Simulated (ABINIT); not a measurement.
Ru:

```xyz
2
Lattice="2.7058 0.0000 0.0000 -1.3529 2.3433 0.0000 0.0000 0.0000 4.2819" Properties=species:S:1:pos:R:3 pbc="T T T"
Ru    1.3529    0.7811    3.2114
Ru    0.0000    1.5622    1.0705
```

Base run:

* Program: ABINIT 10.8.3 (patched build)
* Functional: PBE
* Potentials or basis: PseudoDojo NC SR PBE v0.4.1 standard
* Cutoff: 1143 eV
* k mesh: 11 × 11 × 6
* Occupations: fermi-dirac, width 0.05 eV
* Spin: no spin polarisation

Its results: band gap on the k mesh none (metal or under the smearing width); pressure 5.0 GPa.

Problem. The run is repeated on the same cell with these changes: potentials or basis from PseudoDojo NC SR PBE v0.4.1 standard to JTH PAW PBE v2.0; cutoff from 1143 eV to 408 eV. What comes out?

Solution. Band gap on the k mesh none (metal or under the smearing width); pressure 4.2 GPa.
